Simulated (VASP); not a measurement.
A run of VASP 6.6.1 is set up as follows.

Contents of GaAs.cif:

```cif
data_GaAs
_cell_length_a 5.65370000
_cell_length_b 5.65370000
_cell_length_c 5.65370000
_cell_angle_alpha 90.00000000
_cell_angle_beta 90.00000000
_cell_angle_gamma 90.00000000
_space_group_name_H-M_alt 'F-43m'
_space_group_name_Hall 'F -4 2 3'
_space_group_IT_number 216
loop_
_space_group_symop_operation_xyz
'x,y,z'
'y,-x,-z'
'-x,-y,z'
'-y,x,-z'
'x,-y,-z'
'y,x,z'
'-x,y,-z'
'-y,-x,z'
'z,x,y'
'-z,y,-x'
'z,-x,-y'
'-z,-y,x'
'-z,x,-y'
'z,y,x'
'-z,-x,y'
'z,-y,-x'
'y,z,x'
'-x,-z,y'
'-y,z,-x'
'x,-z,-y'
'-y,-z,x'
'x,z,y'
'y,-z,-x'
'-x,z,-y'
'x,y+1/2,z+1/2'
'y,-x+1/2,-z+1/2'
'-x,-y+1/2,z+1/2'
'-y,x+1/2,-z+1/2'
'x,-y+1/2,-z+1/2'
'y,x+1/2,z+1/2'
'-x,y+1/2,-z+1/2'
'-y,-x+1/2,z+1/2'
'z,x+1/2,y+1/2'
'-z,y+1/2,-x+1/2'
'z,-x+1/2,-y+1/2'
'-z,-y+1/2,x+1/2'
'-z,x+1/2,-y+1/2'
'z,y+1/2,x+1/2'
'-z,-x+1/2,y+1/2'
'z,-y+1/2,-x+1/2'
'y,z+1/2,x+1/2'
'-x,-z+1/2,y+1/2'
'-y,z+1/2,-x+1/2'
'x,-z+1/2,-y+1/2'
'-y,-z+1/2,x+1/2'
'x,z+1/2,y+1/2'
'y,-z+1/2,-x+1/2'
'-x,z+1/2,-y+1/2'
'x+1/2,y,z+1/2'
'y+1/2,-x,-z+1/2'
'-x+1/2,-y,z+1/2'
'-y+1/2,x,-z+1/2'
'x+1/2,-y,-z+1/2'
'y+1/2,x,z+1/2'
'-x+1/2,y,-z+1/2'
'-y+1/2,-x,z+1/2'
'z+1/2,x,y+1/2'
'-z+1/2,y,-x+1/2'
'z+1/2,-x,-y+1/2'
'-z+1/2,-y,x+1/2'
'-z+1/2,x,-y+1/2'
'z+1/2,y,x+1/2'
'-z+1/2,-x,y+1/2'
'z+1/2,-y,-x+1/2'
'y+1/2,z,x+1/2'
'-x+1/2,-z,y+1/2'
'-y+1/2,z,-x+1/2'
'x+1/2,-z,-y+1/2'
'-y+1/2,-z,x+1/2'
'x+1/2,z,y+1/2'
'y+1/2,-z,-x+1/2'
'-x+1/2,z,-y+1/2'
'x+1/2,y+1/2,z'
'y+1/2,-x+1/2,-z'
'-x+1/2,-y+1/2,z'
'-y+1/2,x+1/2,-z'
'x+1/2,-y+1/2,-z'
'y+1/2,x+1/2,z'
'-x+1/2,y+1/2,-z'
'-y+1/2,-x+1/2,z'
'z+1/2,x+1/2,y'
'-z+1/2,y+1/2,-x'
'z+1/2,-x+1/2,-y'
'-z+1/2,-y+1/2,x'
'-z+1/2,x+1/2,-y'
'z+1/2,y+1/2,x'
'-z+1/2,-x+1/2,y'
'z+1/2,-y+1/2,-x'
'y+1/2,z+1/2,x'
'-x+1/2,-z+1/2,y'
'-y+1/2,z+1/2,-x'
'x+1/2,-z+1/2,-y'
'-y+1/2,-z+1/2,x'
'x+1/2,z+1/2,y'
'y+1/2,-z+1/2,-x'
'-x+1/2,z+1/2,-y'
loop_
_atom_site_label
_atom_site_type_symbol
_atom_site_symmetry_multiplicity
_atom_site_Wyckoff_symbol
_atom_site_fract_x
_atom_site_fract_y
_atom_site_fract_z
_atom_site_occupancy
As1 As 4 c 0.2500000000 0.2500000000 0.2500000000 1
Ga1 Ga 4 a 0.0000000000 0.0000000000 0.0000000000 1
```

POSCAR

```
As Ga
 1.0000000000000000
     5.6536999999999997    0.0000000000000000    0.0000000000000000
     0.0000000000000000    5.6536999999999997    0.0000000000000000
     0.0000000000000000    0.0000000000000000    5.6536999999999997
 As  Ga 
   4   4
Cartesian
  1.4134249999999997  1.4134249999999997  1.4134249999999997
  1.4134249999999997  4.2402749999999996  4.2402749999999996
  4.2402749999999996  4.2402749999999996  1.4134249999999997
  4.2402749999999996  1.4134249999999997  4.2402749999999996
  0.0000000000000000  0.0000000000000000  0.0000000000000000
  0.0000000000000000  2.8268499999999999  2.8268499999999999
  2.8268499999999999  0.0000000000000000  2.8268499999999999
  2.8268499999999999  2.8268499999999999  0.0000000000000000
```

The input INCAR.step1:

```
PREC = Accurate ; ENCUT = 600
EDIFF = 1E-5 ; ISMEAR = 0
SIGMA = 0.1 ; LREAL = F
LASPH = T ; NELM = 80
ALGO = Normal ; ISIF = 2
LWAVE = T ; LCHARG = F
NBANDS = 46 ; GGA = PE
```

The input INCAR.step2:

```
PREC = Accurate ; ENCUT = 600
EDIFF = 1E-7 ; ISMEAR = 0
SIGMA = 0.1 ; LREAL = F
LASPH = T ; NELM = 80
ALGO = Normal ; ISIF = 2
LWAVE = F ; LCHARG = F
METAGGA = LMBJ ; NBANDS = 46
ISTART = 1
```

KPOINTS

```
regular mesh
0
Gamma
  5 5 5
```

Potentials or basis: VASP PAW PBE potentials, release 64 (As_GW, Ga_d_GW).

Command:

```console
$ ase convert -i cif -o vasp GaAs.cif POSCAR
$ cat potpaw_PBE.64/As_GW/POTCAR potpaw_PBE.64/Ga_d_GW/POTCAR > POTCAR
$ cp INCAR.step1 INCAR
$ mpirun -np 1 vasp_std > vasp.out
$ cp INCAR.step2 INCAR
$ mpirun -np 1 vasp_std > vasp.out
```

What does it give for the band gap on the k mesh?

1.59 eV.

Caveat: an odd mesh through Γ misses points on the zone boundary, where band edges often lie.

The gap isn't set beside the measured one, since this odd mesh misses points on the zone boundary.
